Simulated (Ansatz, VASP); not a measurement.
# TiAl3 in VASP and in Ansatz

File INCAR:

```
PREC     = Accurate       # precision mode
ENCUT    = 520            # plane-wave cutoff, eV
EDIFF    = 1E-7           # SCF threshold, eV
ISMEAR   = -1             # smearing method
SIGMA    = 0.05           # smearing width, eV
LREAL    = F              # projectors in reciprocal space
LASPH    = T              # aspherical terms in the spheres
NELM     = 100            # most SCF steps
ALGO     = Normal         # electronic algorithm
ISIF     = 2              # what is computed and relaxed
LWAVE    = F              # write WAVECAR
LCHARG   = F              # write CHGCAR
GGA      = PS             # functional
NBANDS   = 18             # bands
```

The input KPOINTS:

```
regular mesh
0
Gamma
  10 10 10
```

File POSCAR:

```
TiAl3
1.0
   -1.9111067713      1.9111067713      4.2806687947
    1.9111067713     -1.9111067713      4.2806687947
    1.9111067713      1.9111067713     -4.2806687947
Ti Al
1 3
Direct
   -0.0096190000      0.0003760000     -0.0047860000
    0.2566370000      0.7534730000      0.5188220000
    0.7460380000      0.2426830000      0.4969250000
    0.5028580000      0.4875310000      0.0001400000
```

The input input.yaml:

```yaml
crystal:
  lattice:
    - [-1.9111067713, 1.9111067713, 4.2806687947]
    - [1.9111067713, -1.9111067713, 4.2806687947]
    - [1.9111067713, 1.9111067713, -4.2806687947]
  atoms:
    - { symbol: Ti, position: [-0.009619, 0.000376, -0.004786] }
    - { symbol: Al, position: [0.256637, 0.753473, 0.518822] }
    - { symbol: Al, position: [0.746038, 0.242683, 0.496925] }
    - { symbol: Al, position: [0.502858, 0.487531, 0.00014] }
hamiltonian:
  xc: pbesol
  pseudopotentials: { kind: paw }
kpoints:
  mp_grid: { grid: [10, 10, 10] }
scf:
  occupations: { method: fermi_dirac, width: 0.05 }
output:
  forces: true
  stress: true
  eigenvalues: true
```

Change from the starting cell: atoms moved at random, drawn with an rms of 0.05 Å.

Alike in both runs: task single point; functional PBEsol; k mesh 10 × 10 × 10; occupations fermi-dirac, width 0.05 eV; no spin polarisation.

```csv
,VASP,Ansatz
version,VASP 6.6.1,Ansatz 0.2.0
potentials or method,"VASP PAW PBE potentials, release 64 (Ti_sv, Al)",Ansatz PAW
plane-wave cutoff (eV),520,420
valence electrons in the cell,21,21
```

```tsv
	VASP	Ansatz	Ansatz less VASP
gap on the k mesh at the Fermi level (eV)	none	none	-
pressure (GPa)	-0.2	-0.3	-0.10
largest component of the traceless stress (GPa)	0.22	0.22	+0.001
rms of the force components (eV/Å)	0.274	0.273	-0.0008
```

Atom by atom the forces differ by 0.001 eV/Å (rms over components). A gap of «none» marks a metal or a gap that the smearing closes. The functional is the same, so the differences come from potentials, cutoffs and numerics.

Caveats: the PAW data sets were made with another functional, which shifts forces and pressure a little (VASP); the PAW data sets come from PBE, with cores solved anew for the run's functional, which leaves a small shift of forces and pressure (Ansatz).
